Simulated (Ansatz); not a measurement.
# Si$_{2}$Mo: strain and displacement

```yaml
crystal:
  lattice:
    - [-1.60000, 1.60000, 3.93050]
    - [1.60000, -1.60000, 3.93050]
    - [1.60000, 1.60000, -3.93050]
  atoms:
    - { symbol: Si, position: [0.33300, 0.33300, 0.00000] }
    - { symbol: Si, position: [0.66700, 0.66700, 0.00000] }
    - { symbol: Mo, position: [0.00000, 0.00000, 0.00000] }
```

Atoms are numbered in the order listed.

The geometry is COD entry 1010282, unchecked; take it as a test cell. It is an old determination, and later ones may differ.

Level of theory: DFT, PBEsol, all-electron PAW with datasets made for the crystal, scalar-relativistic in Ansatz 0.2.0.

Settings: a Γ-centred 16×16×16 k mesh, Fermi–Dirac smearing of 0.08 eV, cutoff 300 eV (chosen by the program for this cell), no spin polarisation.

The unchanged cell is at -2.69 GPa.

In a metal, stresses and small energies carry noise from the k mesh.

x, y and z are the Cartesian axes of the cell as listed; fractional coordinates follow a strain, and an engineering shear is twice the off-diagonal strain component.

With equal xy, yz and zx engineering shear strains of -2 %: energy change +10 meV/atom; stress change (xx, yy, zz, yz, xz, xy) 0.33, 0.33, 0.25, 4.18, 4.18, 4.01 GPa, compression positive; change of the force on Si2 (0.027, 0.027, 0.007) eV/Å.

With this change (equal xy, yz and zx engineering shear strains of -1 %), what becomes of the energy and stress and forces?

Energy change +3 meV/atom; stress change (xx, yy, zz, yz, xz, xy) 0.08, 0.08, 0.06, 2.05, 2.05, 1.96 GPa, compression positive; change of the force on Si2 (0.011, 0.011, 0.002) eV/Å.

With this change (equal xy, yz and zx engineering shear strains of +1 %), what becomes of the energy and stress?

Energy change +2 meV/atom; stress change (xx, yy, zz, yz, xz, xy) 0.08, 0.08, 0.06, -1.97, -1.97, -1.88 GPa, compression positive.

With equal xy, yz and zx engineering shear strains of +2 %: energy change +10 meV/atom; stress change (xx, yy, zz, yz, xz, xy) 0.31, 0.31, 0.24, -3.85, -3.85, -3.68 GPa, compression positive.
